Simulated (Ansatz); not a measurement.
# SiC (Moissanite): the PBE gap against the k mesh of the density

Aim: see how gap, energy and time of SiC (Moissanite) follow the k mesh of the density.

Main program and level: Ansatz 0.2.0; DFT, PBE, plane waves, PAW.

Report form: the programs' logs are mostly left out.

### Step 1. Set-up

It takes space group P6_3mc (No. 186, hexagonal). Conventional cell: a = 3.081 Å, b = 3.081 Å, c = 15.125 Å, α = 90.00°, β = 90.00°, γ = 120.00°. Si has 4 C at 1.88 to 1.90 Å nearest. Nearest to Si lie 4 C at 1.89 Å. Si has 4 C at 1.89 Å nearest. Nearest to C lie 4 Si at 1.88 to 1.89 Å. Nearest to C lie 4 Si at 1.89 Å. Nearest to C lie 4 Si at 1.89 to 1.90 Å. Farther neighbours are not listed.

The cell and positions come from the Crystallography Open Database and are kept as given unless a step says otherwise. The default PAW set here is soft_2. Its files were made with PBE.

### Step 2. k mesh of the density: 3×3×1

The input, input.yaml:

```yaml
crystal:
  lattice:
    - [3.081, 0.0, 0.0]
    - [-1.5405, 2.6682242691, 0.0]
    - [0.0, 0.0, 15.1248]
  atoms:
    - { symbol: Si, position: [0.0, 0.0, 0.0] }
    - { symbol: Si, position: [0.0, 0.0, 0.5] }
    - { symbol: Si, position: [0.3333333333, 0.6666666667, 0.1664] }
    - { symbol: Si, position: [0.6666666667, 0.3333333333, 0.6664] }
    - { symbol: Si, position: [0.6666666667, 0.3333333333, 0.3329] }
    - { symbol: Si, position: [0.3333333333, 0.6666666667, 0.8329] }
    - { symbol: C, position: [0.3333333333, 0.6666666667, 0.0412] }
    - { symbol: C, position: [0.6666666667, 0.3333333333, 0.5412] }
    - { symbol: C, position: [0.6666666667, 0.3333333333, 0.208] }
    - { symbol: C, position: [0.3333333333, 0.6666666667, 0.708] }
    - { symbol: C, position: [0.0, 0.0, 0.3746] }
    - { symbol: C, position: [0.0, 0.0, 0.8746] }
kpoints:
  mp_grid: { grid: [3, 3, 1] }
  band_path:
    path:
      - [0.0, 0.0, 0.0]
      - [0.5, 0.0, 0.0]
      - [0.33333333, 0.33333333, 0.0]
      - [0.0, 0.0, 0.5]
      - [0.5, 0.0, 0.5]
      - [0.33333333, 0.33333333, 0.5]
      - [0.5, 0.0, 0.2]
    npoints: 1
hamiltonian:
  xc: pbe
scf:
  occupations: { method: fixed }
  n_extra_bands: 8
output:
  eigenvalues: true
```

Run with:

```bash
ansatz run input.yaml --threads 3 --pin off --max-ram 92160MiB --backend cuda --events-out ev --progress --plain --runs-dir out --devices 1 --max-vram 13GiB
```

Run time: 6.1 s. Hardware: 1 × NVIDIA H100 80GB HBM3 (shared by 6 runs) with 3 threads of AMD EPYC 7R13 (Zen 3), shared host; peak memory 0.9 GiB; 6.5 s of CPU time.

This step gave:

* gap: 1.945 eV
* valence top at: Γ
* conduction bottom at: k = (0.500, 0.000, 0.200)
* least direct gap: 3.067 eV

The gap is indirect, with the least direct gap 1.12 eV higher.

### Step 3. k mesh of the density: 6×6×2

Changes to input.yaml since step 2:

```diff
@@ -19,3 +19,3 @@
 kpoints:
-  mp_grid: { grid: [3, 3, 1] }
+  mp_grid: { grid: [6, 6, 2] }
   band_path:
```

Wall time 10 s (1 × NVIDIA H100 80GB HBM3 (shared by 6 runs) with 3 threads); peak memory 0.9 GiB.

This step gave:

```
gap                  : 2.008 eV
valence top at       : Γ
conduction bottom at : k = (0.500, 0.000, 0.200)
least direct gap     : 3.118 eV
```

The gap is 2.008 eV, +0.064 eV from the run before at this level.

### Step 4. k mesh of the density: 12×12×2 (the default)

input.yaml, the sections that differ from step 3:

```yaml
kpoints:
  mp_grid: { grid: [12, 12, 2] }
  band_path:
    path:
      - [[0.0, 0.0, 0.0], [0.5, 0.0, 0.0], [0.33333333, 0.33333333, 0.0], [0.0, 0.0, 0.0], [0.0, 0.0, 0.5], [0.5, 0.0, 0.5], [0.33333333, 0.33333333, 0.5], [0.0, 0.0, 0.5]]
      - [[0.5, 0.0, 0.5], [0.5, 0.0, 0.0]]
      - [[0.33333333, 0.33333333, 0.5], [0.33333333, 0.33333333, 0.0]]
    npoints: 10
scf:
  occupations: { method: fermi_dirac, width: 0.02 }
  n_extra_bands: 8
output:
  eigenvalues: true
  write_density: true
  write_potential: true
  elf: true
  volumetric_format: npy
# crystal, hamiltonian: as in step 3
```

Elapsed: 11 s, on 1 × NVIDIA H100 80GB HBM3 (shared by 6 runs) with 3 threads; peak memory 0.95 GiB.

Numbers from this step:

```yaml
gap: 2.011 eV
valence_top_at: Γ
conduction_bottom_at: k = (0.500, 0.000, 0.200)
least_direct_gap: 3.120 eV
```

The gap is 2.011 eV, +0.003 eV from the run before at this level.

### Step 5. The series

Differences are against the last row; a negative gap means that bands overlap, and a run with a band path holds that path's time. Times are wall times on 1 × NVIDIA H100 80GB HBM3 (shared by 6 runs) with 3 threads of AMD EPYC 7R13 (Zen 3), shared host, good to a factor of about two.

| k mesh of the density | gap (eV) | direct gap (eV) | gap error (eV) | energy error (meV/atom) | irreducible k | time |
| --- | --- | --- | --- | --- | --- | --- |
| 3×3×1 | 1.945 | 3.067 | −0.067 | +130.3 | 3 | 6.1 s |
| 6×6×2 | 2.008 | 3.118 | −0.003 | +2.7 | 14 | 10 s |
| 12×12×2 | 2.011 | 3.120 | +0.000 | +0.0 | 38 | 11 s |

### Step 6. Results

```
3×3×1   : 1.945 eV
6×6×2   : 2.008 eV
12×12×2 : 2.011 eV
```

In words: The gap holds to 0.02 eV from 6×6×2 on. At 3×3×1 the gap is off by −0.067 eV and the energy by +130 meV/atom. The gap is read over the mesh and added points near the edges, so meshes differ mainly through the density and, for a hybrid, the exchange operator.

[Paths, hosts, dates, memory and timing lines, banners, echoed tables and standing remarks are left out of the program output.]

[Logs are printed without paths, hosts, clocks, repeated set-up lines and the standing remarks that a program may print on its own settings, such as how far it seeks lower states.]

[Runs of the session that timed out or met a known fault of the program may be left out.]

[Cells called generated may have been cut or substituted from an entry of the Crystallography Open Database or the Materials Project.]

[Hosts, paths, dates, database ids (printed as entryN), source tags and the programs' standing remarks are cut or masked in the printed files.]
